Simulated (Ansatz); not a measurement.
The system is PbS.

```
Pb S
1.0
     2.07995   -5.99130    0.00000
     2.07995    5.99130    0.00000
     0.00000    0.00000    4.27932
Pb S
2 2
Direct
  0.13056 0.86944 0.25000
  0.86944 0.13056 0.75000
  0.35480 0.64520 0.25000
  0.64520 0.35480 0.75000
```

Measurements of this composition are mostly on another form, of space group No. 225.

```yaml
Program: Ansatz 0.2.0
Task: relaxation of cell and atoms
Functional: RPBE
Dispersion: D4
Potentials_or_basis: Ansatz PAW
Cutoff: "420 eV (not typed: the program's choice for these potentials)"
k_mesh: 7 × 7 × 6
Occupations: fermi-dirac, width 0.05 eV
Spin: no spin polarisation
```

At the start: volume 26.66 Å³/atom.

Task: How do energy, volume and symmetry change on relaxing?

Result: It ends after 6 steps and the volume is 25.33 Å³/atom (-5.0 %); space group Cmcm (No. 63, to 0.05 Å).

Step by step:
| step | energy change (eV) | largest force (eV/Å) | volume (Å³) |
| --- | --- | --- | --- |
| 1 | 0.0000 | 0.1250 | 106.65 |
| 2 | -0.0269 | 0.1561 | 99.56 |
| 3 | -0.0352 | 0.0730 | 101.79 |
| 4 | -0.0370 | 0.0140 | 101.48 |
| 5 | -0.0371 | 0.0040 | 101.34 |
| 6 | -0.0365 | 0.0040 | 101.34 |

Final structure:
```xyz
4
Lattice="2.0443 -5.7579 0.0000 2.0443 5.7579 0.0000 0.0000 0.0000 4.3045" Properties=species:S:1:pos:R:3 pbc="T T T"
Pb    2.0443    4.3048    1.0761
Pb    2.0443   -4.3048    3.2283
S     2.0443    1.5966    1.0761
S     2.0443   -1.5966    3.2283
```

Caveat: the plane-wave basis is chosen anew once the cell has moved, so the energies of steps on either side of that aren't comparable; the PAW data sets come from PBE, with cores solved anew for the run's functional, which leaves a small shift of forces and pressure.
